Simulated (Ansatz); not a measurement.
## Structures of Ti₃Al₅: which is lowest?

Plane-wave DFT in Ansatz with scalar-relativistic PAW potentials, cutoff 420 eV, Γ-centred meshes chosen by cell and gap, Gaussian smearing with energies taken to zero width. Every cell was relaxed (cell and atoms) in a run of its own, within the symmetry of its start. Functional: PBEsol.

Relaxed structures (starts from databases or built by putting these elements on another compound's sites):
A. Pmmm, 8 atoms in the computed cell, a = 3.885 Å, b = 4.002 Å, c = 8.052 Å; sites (symmetry × multiplicity) Ti mm2 × 2 + mmm × 1, Al mm2 × 2 + mmm × 1 + mmm × 1 + mmm × 1; start: database
B. P4/mmm, 8 atoms in the computed cell, a = 3.883 Å, c = 8.297 Å; sites (symmetry × multiplicity) Ti 4/mmm × 1 + 4/mmm × 1 + 4/mmm × 1, Al 2mm. × 4 + 4/mmm × 1; start: database

**Question.** Rank them by energy. Could pressure change the order?

**Answer.**
| structure | group | E − E(lowest) (meV/atom) | V (Å³/atom) | gap on mesh (eV) |
| --- | --- | --- | --- | --- |
| A | Pmmm | 0.0 | 15.65 | 0.00 |
| B | P4/mmm | 12.6 | 15.64 | 0.00 |

A is lowest, 13 meV/atom under B. The two lowest differ in volume by under 3 %, too little for a first-order estimate of what pressure does to that pair (other pairs aren't weighed here); with rigid cells even 3 % in favour of the higher one would need about 4 GPa. Other structures may lie lower than all of these, and vibrations aren't counted.